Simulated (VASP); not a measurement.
# ZnS (F-43m) in VASP: a series of runs, part 2 of 2

VASP 6.6.1.

### 3 Band structure, HSE06

Contents of POSCAR:

```
ZnS
1.0
    0.0000000000      2.7020000000      2.7020000000
    2.7020000000      0.0000000000      2.7020000000
    2.7020000000      2.7020000000      0.0000000000
Zn S
1 1
Direct
    0.7500000000      0.7500000000      0.7500000000
    0.0000000000      0.0000000000      0.0000000000
```

Contents of INCAR.step1:

```
SYSTEM = ZnS
PREC = Accurate ; ENCUT = 520
EDIFF = 1E-5 ; ISMEAR = 0
SIGMA = 0.02 ; LREAL = .FALSE.
LASPH = .TRUE. ; NELM = 100
ALGO = Normal ; ISIF = 2
LWAVE = .TRUE. ; LCHARG = .FALSE.
NBANDS = 16 ; GGA = PE
KPAR = 4
```

Contents of INCAR.step2:

```
SYSTEM = ZnS
PREC = Accurate ; ENCUT = 520
EDIFF = 1E-7 ; ISMEAR = 0
SIGMA = 0.02 ; LREAL = .FALSE.
LASPH = .TRUE. ; NELM = 100
ALGO = Normal ; ISIF = 2
LWAVE = .FALSE. ; LCHARG = .FALSE.
GGA = PE ; LHFCALC = .TRUE.
HFSCREEN = 0.2 ; PRECFOCK = Fast
NBANDS = 16 ; ISTART = 1
KPAR = 4
```

Contents of KPOINTS:

```
Automatic mesh
0
G
  6 6 6
  0 0 0
```

Contents of KPOINTS_OPT:

```
path GXWKGLUWLK,UX
12
line-mode
reciprocal
 0.0000000000  0.0000000000  0.0000000000  G
 0.5000000000  0.0000000000  0.5000000000  X

 0.5000000000  0.0000000000  0.5000000000  X
 0.5000000000  0.2500000000  0.7500000000  W

 0.5000000000  0.2500000000  0.7500000000  W
 0.3750000000  0.3750000000  0.7500000000  K

 0.3750000000  0.3750000000  0.7500000000  K
 0.0000000000  0.0000000000  0.0000000000  G

 0.0000000000  0.0000000000  0.0000000000  G
 0.5000000000  0.5000000000  0.5000000000  L

 0.5000000000  0.5000000000  0.5000000000  L
 0.6250000000  0.2500000000  0.6250000000  U

 0.6250000000  0.2500000000  0.6250000000  U
 0.5000000000  0.2500000000  0.7500000000  W

 0.5000000000  0.2500000000  0.7500000000  W
 0.5000000000  0.5000000000  0.5000000000  L

 0.5000000000  0.5000000000  0.5000000000  L
 0.3750000000  0.3750000000  0.7500000000  K

 0.6250000000  0.2500000000  0.6250000000  U
 0.5000000000  0.0000000000  0.5000000000  X
```

Potentials or basis: VASP PAW PBE potentials, release 64 (Zn, S).

On the command line:

```sh
> cat potpaw_PBE.64/Zn/POTCAR potpaw_PBE.64/S/POTCAR > POTCAR
> cp INCAR.step1 INCAR
> mpirun -np 4 vasp_std > vasp.out
> cp INCAR.step2 INCAR
> mpirun -np 4 vasp_std > vasp.out
```

OUTCAR:

```text
SYSTEM = ZnS
   PREC = Accurate
   ENCUT = 520
   EDIFF = 1E-7
   ISMEAR = 0
   LREAL = .FALSE.
   LASPH = .TRUE.
   NELM = 100
   ISIF = 2
   GGA = PE
   LHFCALC = .TRUE.
   HFSCREEN = 0.2
   PRECFOCK = Fast
   ISTART = 1

 ion  position               nearest neighbor table
   1  0.750  0.750  0.750-   2 2.34   2 2.34   2 2.34   2 2.34
   2  0.000  0.000  0.000-   1 2.34   1 2.34   1 2.34   1 2.34

  LATTYP: Found a face centered cubic cell.
 ALAT       =     5.4040000000

  Lattice vectors:

 A1 = (   0.0000000000,   2.7020000000,   2.7020000000)
 A2 = (   2.7020000000,   0.0000000000,   2.7020000000)
 A3 = (   2.7020000000,   2.7020000000,   0.0000000000)

Analysis of symmetry for initial positions (statically):
=====================================================================
 Subroutine PRICEL returns:
 Original cell was already a primitive cell.

 Routine SETGRP: Setting up the symmetry group for a
 face centered cubic supercell.

 Subroutine GETGRP returns: Found 24 space group operations
 (whereof 24 operations were pure point group operations)
 out of a pool of 48 trial point group operations.

The static configuration has the point symmetry T_d .

Analysis of symmetry for dynamics (positions and initial velocities):
=====================================================================
 Subroutine PRICEL returns:
 Original cell was already a primitive cell.

 Routine SETGRP: Setting up the symmetry group for a
 face centered cubic supercell.

 Subroutine GETGRP returns: Found 24 space group operations
 (whereof 24 operations were pure point group operations)
 out of a pool of 48 trial point group operations.

The dynamic configuration has the point symmetry T_d .

 Subroutine INISYM returns: Found 24 space group operations
 (whereof 24 operations are pure point group operations),
 and found     1 'primitive' translations

----------------------------------------------------------------------------------------

                                     Primitive cell

  volume of cell :      39.4535

  direct lattice vectors                    reciprocal lattice vectors
     0.000000000  2.702000000  2.702000000    -0.185048113  0.185048113  0.185048113
     2.702000000  0.000000000  2.702000000     0.185048113 -0.185048113  0.185048113
     2.702000000  2.702000000  0.000000000     0.185048113  0.185048113 -0.185048113

  length of vectors
     3.821205046  3.821205046  3.821205046     0.320512733  0.320512733  0.320512733

  position of ions in fractional coordinates (direct lattice)
     0.750000000  0.750000000  0.750000000
     0.000000000  0.000000000  0.000000000

  ion indices of the primitive-cell ions
   primitive index   ion index
                 1           1
                 2           2

----------------------------------------------------------------------------------------

 KPOINTS: Automatic mesh

Automatic generation of k-mesh.
[... 23 lines left out ...]
  0.000000  0.000000  0.000000      1.000000
  0.166667  0.000000  0.000000      8.000000
  0.333333  0.000000  0.000000      8.000000
  0.500000  0.000000  0.000000      4.000000
  0.166667  0.166667  0.000000      6.000000
  0.333333  0.166667  0.000000     24.000000
[... 8 lines left out ...]
 -0.333333  0.333333  0.166667     24.000000
 -0.333333  0.500000  0.166667     12.000000
   k-points           NKPTS =     16   k-points in BZ     NKDIM =    216   number of bands    NBANDS=     16
   number of dos      NEDOS =    301   number of ions     NIONS =      2
   total plane-waves  NPLWV =  21952
   dimension x,y,z NGX =    28 NGY =   28 NGZ =   28
   dimension x,y,z NGXF=    56 NGYF=   56 NGZF=   56
   ions per type =               1   1
   NGX,Y,Z   is equivalent  to a cutoff of  12.18, 12.18, 12.18 a.u.
   NGXF,Y,Z  is equivalent  to a cutoff of  24.36, 24.36, 24.36 a.u.
 SYSTEM =  ZnS
   PREC   = accura    normal or accurate (medium, high low for compatibility)
   ISTART =      1    job   : 0-new  1-cont  2-samecut
   ICHARG =      0    charge: 1-file 2-atom 10-const
   ISPIN  =      1    spin polarized calculation?
   LNONCOLLINEAR =      F non collinear calculations
   LSORBIT =      F    spin-orbit coupling
   LASPH  =      T    aspherical Exc in radial PAW
   ENCUT  =  520.0 eV  38.22 Ry    6.18 a.u.   7.10  7.10  7.10*2*pi/ulx,y,z
   NELM   =    100;   NELMIN=  2; NELMDL=  0     # of ELM steps
   EDIFF  = 0.1E-06   stopping-criterion for ELM
   LREAL  =      F    real-space projection
   EDIFFG = 0.1E-05   stopping-criterion for IOM
   NSW    =      0    number of steps for IOM
   IBRION =     -1    ionic relax: 0-MD 1-quasi-New 2-CG
   NFREE  =      0    steps in history (QN), initial steepest desc. (CG)
   ISIF   =      2    stress and relaxation
   ISYM   =      3    0-nonsym 1-usesym 2-fastsym
   POTIM  = 0.5000    time-step for ionic-motion
   TEBEG  =    0.0;   TEEND  =   0.0 temperature during run
   PSTRESS=    0.0 pullay stress
   NELECT =      18.0000    total number of electrons
   NUPDOWN=      -1.0000    fix difference up-down
   EMIN   =  10.00;   EMAX   =-10.00  energy-range for DOS
   EFERMI =   0.00;   METHOD = LEGACY
   ISMEAR =     0;   SIGMA  =   0.02  broadening in eV -4-tet -1-fermi 0-gaus
   EFERMI_NEDOS =   21; number of points for ismear=-14 and -15
   IALGO  =     38    algorithm
   IMIX   =      1    mixing-type and parameters
     AMIX     =   0.40;   BMIX     =  1.00
     AMIX_MAG =   1.60;   BMIX_MAG =  1.00
  volume/ion in A,a.u.               =      19.73       133.12
  Fermi-wavevector in a.u.,A,eV,Ry     =   1.260290  2.381602 21.610537  1.588330
  Thomas-Fermi vector in A             =   2.393807
   LORBIT       =      0    0 simple, 1 ext, 2 COOP (PROOUT), +10 PAW based schemes
   GGA     = PE    functional components
   LHFCALC =     T    Hartree Fock is set to
   PRECFOCK=fast      Normal, Fast or Accurate (Low or Medium for compatibility)
   ENCUT4O =  -1.0   cutoff for four orbital integrals eV
   NKREDX  =     1    reduce k-point grid by
   NKREDY  =     1    reduce k-point grid by
   NKREDZ  =     1    reduce k-point grid by
   AEXX    =    0.2500 exact exchange contribution
   HFSCREEN=    0.2000 screening length (either q_TF or 0.3 A-1)
   HFSCREENC=   0.2000 screening length for correlation (either q_TF or 0.3 A-1)
   ENCUTFOCK=  -1.0 apply spherical cutoff to Coloumb kernel
   IVDW    =     0    specifies the selected vdW correction
   LEPSILON=     F    determine dielectric tensor
   LRPA    =     F    only Hartree local field effects (RPA)
 non-spin polarized calculation
 Gauss-broadening in eV      SIGMA  =   0.02
  energy-cutoff  :      520.00
  volume of cell :       39.45
 maximum number of plane-waves:      1073
  NGX = 16; NGY = 16; NGZ = 16

 number of electron      18.0000000 magnetization

 Free energy of the ion-electron system (eV)
  ---------------------------------------------------
  ext. energy  EPLUGINS =         0.00000000
  ---------------------------------------------------
  free energy    TOTEN  =        -8.39287874 eV

  energy without entropy =       -8.39287874  energy(sigma->0) =       -8.39287874

 E-fermi :   1.5167     XC(G=0):  -7.9590

 val. band max:        1.3723197495   @ k =   0.0000   0.0000   0.0000
 cond. band min:       4.7173142737   @ k =   0.0000   0.0000   0.0000
 fundamental gap:      3.3449945241
 Fermi energy:         1.5167176562

 k-point     1 :       0.0000    0.0000    0.0000
  band No.  band energies     occupation
      1     -12.9558      2.00000
      2      -6.4805      2.00000
      3      -6.4805      2.00000
      4      -6.4805      2.00000
      5      -6.0358      2.00000
      6      -6.0358      2.00000
[... 281 lines left out ...]
      3      -6.2269      2.00000
      4      -6.1249      2.00000
      5      -6.0111      2.00000
      6      -5.6330      2.00000
[... 8 lines left out ...]
     15      16.9963      0.00000
     16      17.7967      0.00000

------------------------ aborting loop because EDIFF is reached ----------------------------------------

  FORCE on cell =-STRESS in cart. coord.  units (eV):
  Direction    XX          YY          ZZ          XY          YZ          ZX
  --------------------------------------------------------------------------------------
  -------------------------------------------------------------------------------------
  Total        0.2281722      0.2281722      0.2281722      0.0000000     -0.0000000      0.0000000
  in kB        9.2658930      9.2658930      9.2658930      0.0000000     -0.0000000      0.0000000
  external PRESSURE =       9.2658930 kB  Pullay stress =       0.0000000 kB

 VOLUME and BASIS-vectors are now :
 -----------------------------------------------------------------------------
  energy-cutoff  :      520.00
  volume of cell :       39.45
      direct lattice vectors                 reciprocal lattice vectors
     0.000000000  2.702000000  2.702000000    -0.185048113  0.185048113  0.185048113
     2.702000000  0.000000000  2.702000000     0.185048113 -0.185048113  0.185048113
     2.702000000  2.702000000  0.000000000     0.185048113  0.185048113 -0.185048113

 POSITION                                       TOTAL-FORCE (eV/Angst)
 -----------------------------------------------------------------------------------
      4.05300      4.05300      4.05300        -0.000000     -0.000000     -0.000000
      0.00000      0.00000      0.00000         0.000000      0.000000      0.000000
 -----------------------------------------------------------------------------------
    total drift:                                0.000056      0.000045      0.000032

  FREE ENERGIE OF THE ION-ELECTRON SYSTEM (eV)
  ---------------------------------------------------
  free  energy   TOTEN  =        -8.3928787415 eV

  energy  without entropy=       -8.3928787415  energy(sigma->0) =       -8.39287874
```

Wall time 8.3 min (4 MPI ranks of Intel Xeon 6975P-C (Granite Rapids), shared host); peak memory 0.34 GiB.

Results:

```yaml
Free_energy: -8.3929 eV
Pressure: 0.9 GPa
Band_gap_on_the_k_mesh: 3.34 eV, direct
Band_gap_along_the_path: 3.34 eV, direct
```

Levels at the corners of the path, in eV from the valence-band top:
```
point  band 5  band 6  band 7  band 8  band 9  band 10  band 11  band 12  band 13  band 14
    Γ   -7.41   -7.41    0.00    0.00    0.00     3.34     7.70     7.70     7.70    13.22
    X   -7.34   -7.13   -4.99   -2.35   -2.35     4.40     5.28    12.57    13.72    13.72
    X   -7.34   -7.13   -4.99   -2.35   -2.35     4.40     5.28    12.57    13.72    13.72
    W   -7.42   -6.96   -4.83   -2.98   -2.86     6.80     7.56     9.25     9.44    14.19
    W   -7.42   -6.96   -4.83   -2.98   -2.86     6.80     7.56     9.25     9.44    14.19
    K   -7.38   -7.01   -4.90   -3.34   -1.91     5.24     7.30    10.78    11.30    12.23
    K   -7.38   -7.01   -4.90   -3.34   -1.91     5.24     7.30    10.78    11.30    12.23
    Γ   -7.41   -7.41    0.00    0.00    0.00     3.34     7.70     7.70     7.70    13.22
    Γ   -7.41   -7.41    0.00    0.00    0.00     3.34     7.70     7.70     7.70    13.22
    L   -7.38   -7.17   -5.60   -0.92   -0.92     4.56     8.20     8.20    10.23    13.64
    L   -7.38   -7.17   -5.60   -0.92   -0.92     4.56     8.20     8.20    10.23    13.64
    U   -7.38   -7.01   -4.90   -3.34   -1.91     5.24     7.30    10.78    11.30    12.23
    U   -7.38   -7.01   -4.90   -3.34   -1.91     5.24     7.30    10.78    11.30    12.23
    W   -7.42   -6.96   -4.83   -2.98   -2.86     6.80     7.56     9.25     9.44    14.19
    W   -7.42   -6.96   -4.83   -2.98   -2.86     6.80     7.56     9.25     9.44    14.19
    L   -7.38   -7.17   -5.60   -0.92   -0.92     4.56     8.20     8.20    10.23    13.64
    L   -7.38   -7.17   -5.60   -0.92   -0.92     4.56     8.20     8.20    10.23    13.64
    K   -7.38   -7.01   -4.90   -3.34   -1.91     5.24     7.30    10.78    11.30    12.23
    U   -7.38   -7.01   -4.90   -3.34   -1.91     5.24     7.30    10.78    11.30    12.23
    X   -7.34   -7.13   -4.99   -2.35   -2.35     4.40     5.28    12.57    13.72    13.72
```

Caveat: the PAW data sets were made with another functional, which shifts forces and pressure a little.

### 4 For comparison

An earlier run on the cell as given: functional PBEsol; potentials or basis VASP PAW PBE potentials, release 64 (Zn, S); cutoff 520 eV; k mesh 9 × 9 × 9; occupations fermi-dirac, width 0.05 eV; no spin polarisation.

* Pressure: -1.8 GPa
* Band gap on the k mesh: 1.98 eV, direct

### 5 Against experiment

Step 3. Against the measured gap of ZnS, 3.85 eV (direct; 19 K; quoted in “Electronic, vibrational, and thermodynamic properties of ZnS (zincblende and rocksalt structure)”, 2009, arxiv:0911.5022), the calculated 3.34 eV is off by -0.51 eV. The value is that of HSE06, without temperature or zero-point motion.
